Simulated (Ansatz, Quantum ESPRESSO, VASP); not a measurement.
## One calculation of Pb, 3 ways

The starting cell:

```
CELL_PARAMETERS angstrom
0.00000 2.47502 2.47502
2.47502 0.00000 2.47502
2.47502 2.47502 0.00000
ATOMIC_POSITIONS crystal
Pb 0.00000 0.00000 0.00000
```

Alike in all runs: task relaxation of cell and atoms; functional PBEsol; dispersion D3(BJ); k mesh 9 × 9 × 9; occupations fermi-dirac, width 0.05 eV; no spin polarisation; no spin-orbit coupling.

```
                        program and potentials  plane-wave cutoff (eV)                    notes  equilibrium volume (Å³/atom)
             Quantum ESPRESSO, GBRV 1.5 PBEsol                     612                        -                         28.51
              VASP, PBE PAW files Pb_d, 600 eV                     600  potentials made for PBE                         28.50
Ansatz, all-electron LAPW, scalar-relativistic                       -                        -                         28.50
```

The equilibrium volume spans 28.50 (VASP, PBE PAW files Pb_d, 600 eV) to 28.51 Å³/atom (Quantum ESPRESSO, GBRV 1.5 PBEsol), with all-electron results at 28.50. Relaxations stop with a little pressure left, so the last digit of a volume isn't settled.

The functional is the same throughout but for its coding, so the spread measures potentials, basis and numerics; runs on potential files found faulty are left out.

The three calculations give practically the same volume for lead, so neither the pseudised core nor the basis matters noticeably here. Cohesion comes mainly from the 6p electrons, with the relativistically stabilised 6s pair lying deeper and the core changing little on compression. This probably explains why potentials generated with PBE still reproduce the all-electron PBEsol volume.

Agreement between codes is not agreement with nature, however: all three volumes are clearly smaller than that of real fcc lead. A likely cause is the dispersion term, which adds attraction to a functional that already describes the lattices of dense solids fairly well, and whose pairwise form doesn't fully capture screening by the conduction electrons. The missing spin-orbit coupling is another possibility, since it splits the 6p states and alters their contribution to bonding. Because the runs share both choices, their close match can't separate these contributions, and it says nothing about how well the codes would agree on the band structure or elastic response.
